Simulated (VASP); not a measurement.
Runs of VASP 6.6.1 on C. It takes space group P6_3/mmc (No. 194, hexagonal). The conventional cell has a = 2.522 Å, b = 2.522 Å, c = 8.237 Å, α = 90.00°, β = 90.00°, γ = 120.00°. C (site symmetry 3m) has 4 C at 1.54 Å as nearest neighbours. C (site symmetry 3m) is surrounded by 4 C at 1.54 Å. This is a hexagonal form of diamond, not graphite.

```csv
task,level,cell,cutoff (eV),gap on the mesh (eV),pressure (GPa),largest force (eV/Å)
single point,PBE,"P6_3/mmc, 5.67 Å³/atom",520,4.41,2.9,0.33
single point,PBEsol,"P6_3/mmc, 5.67 Å³/atom",520,(b),-3.3,0.33
relaxation of cell and atoms,BLYP,relaxed,600,(a),0.0,-
single point,BLYP,"P6_3/mmc, 5.83 Å³/atom",520,4.82,0.7,-
```

Alike in all rows: potentials or basis VASP PAW PBE potentials, release 64 (C); no spin polarisation; k mesh 12 × 12 × 4; smearing fermi-dirac 0.05 eV.

Problem. Fill in the values left out.

Solution. (a) 4.81; (b) 4.27.

Caveats: the PAW data sets were made with another functional, which shifts forces and pressure a little (some runs).

A k mesh can miss the band edges.
